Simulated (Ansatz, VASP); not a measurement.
# SiO2: VASP beside Ansatz, part 2 of 2

One calculation is typed for both programs; each brings its own data sets. How far apart do they land? The cell is taken from a series of runs on this material, whose earlier steps may have relaxed, scaled, displaced or heated it; both programs get it as it stands.

VASP 6.6.1 and Ansatz 0.2.0.

So far: Starting point; Ansatz: single point, HSE06.

## Step 3: VASP: single point, HSE06

Level of this step: HSE06; plane waves and PAW (Si, O) (VASP).

The same cell, functional and mesh now go to VASP, with its own data sets.

Lines of VASP's logs that name or quote its potential files are left out, and so is its time.

The run reads the wave functions of an earlier VASP run, which isn't shown here.

Input file INCAR:

```
SYSTEM = SiO2
PREC = Accurate
ENCUT = 520
EDIFF = 1E-06
NELM = 100
ISMEAR = 0
SIGMA = 0.01
LREAL = .FALSE.
ALGO = Normal
LHFCALC = .TRUE.
AEXX = 0.25
GGA = PE
HFSCREEN = 0.208
LASPH = .TRUE.
NBANDS = 22
PRECFOCK = Fast
LORBIT = 11
LWAVE = .FALSE.
LCHARG = .FALSE.
KPAR = 8
ISIF = 2
```

Input file POSCAR:

```
SiO2
1.0
   -2.3265690000      2.3265690000      3.6691200000
    2.3265690000     -2.3265690000      3.6691200000
    2.3265690000      2.3265690000     -3.6691200000
Si O
2 4
Direct
    0.0000000000      0.0000000000      0.0000000000
    0.7500000000      0.2500000000      0.5000000000
    0.0098795116      0.6250000000      0.8848795116
    0.3750000000      0.2598795116      0.3848795116
    0.7401204884      0.1250000000      0.1151204884
    0.8750000000      0.9901204884      0.6151204884
```

Input file KPOINTS:

```
Automatic mesh
0
Gamma
4 4 4
0 0 0
```

The projector-augmented-wave data sets are Si and O (PBE family, release 64).

Run with:

```console
$ mpirun -np 8 vasp_std
```

Numbers of over 12 decimals in the logs are rounded to 6 here.

The log of the run:

```text
[banner, memory and clock lines left out]
running    8 mpi-ranks, on    1 nodes
 distrk:  each k-point on    1 cores,    8 groups
 distr:  one band on    1 cores,    1 groups

 POSCAR found type information on POSCAR SiO
 POSCAR found :  2 types and       6 ions
|                                                                             |
|           W    W    AA    RRRRR   N    N  II  N    N   GGGG   !!!           |
|           W    W   A  A   R    R  NN   N  II  NN   N  G    G  !!!           |
|           W    W  A    A  R    R  N N  N  II  N N  N  G       !!!           |
|           W WW W  AAAAAA  RRRRR   N  N N  II  N  N N  G  GGG   !            |
|           WW  WW  A    A  R   R   N   NN  II  N   NN  G    G                |
|           W    W  A    A  R    R  N    N  II  N    N   GGGG   !!!           |
|                                                                             |
|     For optimal performance we recommend to set                             |
|       NCORE = 2 up to number-of-cores-per-socket                            |
|     NCORE specifies how many cores store one orbital (NPAR=cpu/NCORE).      |
|     This setting can greatly improve the performance of VASP for DFT.       |
|     The default, NCORE=1 might be grossly inefficient on modern             |
|     multi-core architectures or massively parallel machines. Do your        |
|     Unfortunately you need to use the default for GW and RPA                |
|     calculations (for HF NCORE is supported but not extensively tested      |
|     yet).                                                                   |
|                                                                             |

 LDA part: xc-table for (Slater+PW92), standard interpolation
 found WAVECAR, reading the header
 POSCAR, INCAR and KPOINTS ok, starting setup
 FFT: planning ... GRIDC
 FFT: planning ... GRID_SOFT
 FFT: planning ... GRID
 reading WAVECAR
 the WAVECAR file was read successfully
 initial charge from wavefunction
 entering main loop
       N       E                     dE             d eps       ncg     rms          rms(c)
DAV:   1    -0.581813184261E+02   -0.58181E+02   -0.86992E-01   674   0.809E+00    0.470E+00
DAV:   2    -0.581884097371E+02   -0.70913E-02   -0.38225E-02   728   0.140E+00    0.333E+00
DAV:   3    -0.581855587688E+02    0.28510E-02   -0.30664E-03   722   0.362E-01    0.199E+00
DAV:   4    -0.581849374795E+02    0.62129E-03   -0.92548E-04   716   0.186E-01    0.113E+00
DAV:   5    -0.581847430042E+02    0.19448E-03   -0.11537E-04   722   0.896E-02    0.639E-01
DAV:   6    -0.581846784777E+02    0.64526E-04   -0.34328E-05   698   0.570E-02    0.363E-01
DAV:   7    -0.581846598149E+02    0.18663E-04   -0.94456E-06   698   0.312E-02    0.207E-01
DAV:   8    -0.581846542616E+02    0.55533E-05   -0.27252E-06   600   0.162E-02    0.118E-01
DAV:   9    -0.581846528282E+02    0.14334E-05   -0.11459E-06   412   0.103E-02    0.673E-02
DAV:  10    -0.581846526157E+02    0.21246E-06   -0.42177E-07   340   0.613E-03
   1 F= -.58184653E+02 E0= -.58184653E+02  d E =-.208632E-48
```

From OUTCAR (step 3):

```text
ion  position               nearest neighbor table
   1  0.000  0.000  0.000-   3 1.61   4 1.61   5 1.61   6 1.61   2 2.96   2 2.96   2 2.96   2 2.96

  LATTYP: Found a body centered tetragonal cell.
 ALAT       =     4.6531380000
 C/A-ratio  =     1.5770518734

 Subroutine GETGRP returns: Found  8 space group operations
 (whereof  4 operations were pure point group operations)

The static configuration has the point symmetry S_4 .
 The point group associated with its full space group is D_2d.

 Found     13 irreducible k-points:

   k-points           NKPTS =     13   k-points in BZ     NKDIM =     64   number of bands    NBANDS=     22

   dimension x,y,z NGX =    40 NGY =   40 NGZ =   40
   dimension x,y,z NGXF=    80 NGYF=   80 NGZF=   80

   ENCUT  =  520.0 eV  38.22 Ry    6.18 a.u.   9.16  9.16  9.16*2*pi/ulx,y,z

   NELECT =      32.0000    total number of electrons

 k-points in reciprocal lattice and weights: Automatic mesh
   0.00000000  0.00000000  0.00000000       0.016
   0.25000000 -0.00000000  0.00000000       0.125
   0.50000000 -0.00000000  0.00000000       0.062
   0.25000000  0.25000000  0.00000000       0.125
   0.50000000  0.25000000  0.00000000       0.250
  -0.25000000  0.25000000  0.00000000       0.062
   0.50000000  0.50000000  0.00000000       0.031
   0.25000000  0.25000000  0.25000000       0.031
  -0.25000000  0.25000000  0.25000000       0.062
   0.50000000  0.50000000  0.25000000       0.062
  -0.25000000  0.50000000  0.25000000       0.125
  -0.25000000 -0.25000000  0.25000000       0.031
   0.50000000  0.50000000  0.50000000       0.016

  exchange ACFDT corr.  =         0.00000000  see jH, gK, PRB 81, 115126

 average (electrostatic) potential at core
       1 -83.2630       2 -83.2630       3 -66.7510       4 -66.7510       5 -66.7510
       6 -66.7510

 E-fermi :  -1.0439

 k-point     1 :       0.0000    0.0000    0.0000
  band No.  band energies     occupation
    ...
     12      -2.4096      2.00000
     13      -2.3582      2.00000
     14      -2.3427      2.00000
     15      -1.1456      2.00000
     16      -1.1456      2.00000
     17       7.0538      0.00000
     18       9.5713      0.00000
     19      12.6498      0.00000
     20      12.6498      0.00000
     21      13.2399      0.00000
    ...

 k-point     2 :       0.2500   -0.0000    0.0000
  band No.  band energies     occupation
    ...
     12      -2.4903      2.00000
     13      -2.3918      2.00000
     14      -2.0563      2.00000
     15      -1.2473      2.00000
     16      -1.1873      2.00000
     17       8.0727      0.00000
     18      10.2361      0.00000
     19      11.5121      0.00000
     20      12.0354      0.00000
     21      12.7922      0.00000
    ...

 k-point     3 :       0.5000   -0.0000    0.0000
  band No.  band energies     occupation
    ...
     12      -2.5699      2.00000
     13      -2.4098      2.00000
     14      -1.7911      2.00000
     15      -1.3523      2.00000
     16      -1.3094      2.00000
     17       9.7124      0.00000
     18      10.3516      0.00000
     19      11.1623      0.00000
     20      11.4381      0.00000
     21      12.6163      0.00000
    ...

  Total        2.1136097      2.1136097      1.7553535      0.0000000      0.0000000      0.0000000
  in kB       42.6266883     42.6266883     35.4014782      0.0000000      0.0000000      0.0000000
  external PRESSURE =      40.2182849 kB  Pullay stress =       0.0000000 kB

  energy-cutoff  :      520.00
  volume of cell :       79.44
      direct lattice vectors                 reciprocal lattice vectors
    -2.326569000  2.326569000  3.669120000     0.000000000  0.214908735  0.136272458
     2.326569000 -2.326569000  3.669120000     0.214908735  0.000000000  0.136272458
     2.326569000  2.326569000 -3.669120000     0.214908735  0.214908735  0.000000000

 POSITION                                       TOTAL-FORCE (eV/Angst)
 -----------------------------------------------------------------------------------
      0.00000      0.00000      0.00000        -0.000000      0.000000     -0.000000
      0.00000      2.32657      1.83456        -0.000000      0.000000      0.000000
      3.48985      0.62761     -0.91728        -0.000000     -0.012643      0.000000
      0.62761      1.16328      0.91728        -0.012643      0.000000      0.000000
     -1.16328      1.69896      2.75184        -0.000000      0.012643     -0.000000
      1.69896      1.16328      4.58640         0.012643      0.000000     -0.000000
 -----------------------------------------------------------------------------------
    total drift:                               -0.000001     -0.000001      0.000001

  FREE ENERGIE OF THE ION-ELECTRON SYSTEM (eV)
  ---------------------------------------------------
  free  energy   TOTEN  =       -58.1846526157 eV

  energy  without entropy=      -58.1846526157  energy(sigma->0) =      -58.18465262

 total charge
# of ion       s       p       d       tot
------------------------------------------
    1        0.667   1.038   0.000   1.705
    2        0.667   1.038   0.000   1.705
    3        1.561   3.727   0.000   5.288
    4        1.561   3.727   0.000   5.288
    5        1.561   3.727   0.000   5.288
    6        1.561   3.727   0.000   5.288
--------------------------------------------------
tot          7.580  16.984   0.000  24.563

[... 3 further parts left out ...]
```

The run ends at a pressure of 4.02 GPa, with forces up to 0.013 eV/Å.

## Step 4: Differences

Known differences besides the potentials themselves: exact exchange at q = 0 is treated differently, which shows on coarse meshes; VASP keeps PBE cores, Ansatz makes them for the functional; fixed occupations in Ansatz, narrow Gaussian smearing in VASP; the cutoff is 420 eV in Ansatz and 520 eV in VASP; VASP takes a coarser grid for exact exchange (PRECFOCK = Fast). Total energies have different zeros and are not compared.

Both answers:

| quantity | Ansatz | VASP | difference |
| --- | --- | --- | --- |
| gap on the k mesh (eV) | 8.202 | 8.199 | +0.003 |

A gap on the mesh is an upper bound, since the band edges may lie between its points.

## Step 5: Summary of results

```yaml
difference_in_gap_on_the_k_mesh_single_point_hse06: 0.0030 eV
```

**Reading.** The difference in gap on the k mesh is 0.0030 eV (single point, HSE06), within the 0.08 eV picked in this series as the mark of a large difference. Such differences can come from data sets, numerical settings and the points named under the comparisons, not from the functional's error against experiment.

[Lines on the potential files, build, host, timing and source positions are cut from VASP's logs without a mark.]

[Logs are printed without paths, hosts, clocks, repeated set-up lines and the standing remarks that a program may print on its own settings, such as how far it seeks lower states.]

[Hosts, paths, dates, database ids (printed as entryN), source tags and the programs' standing remarks are cut or masked in the printed files.]
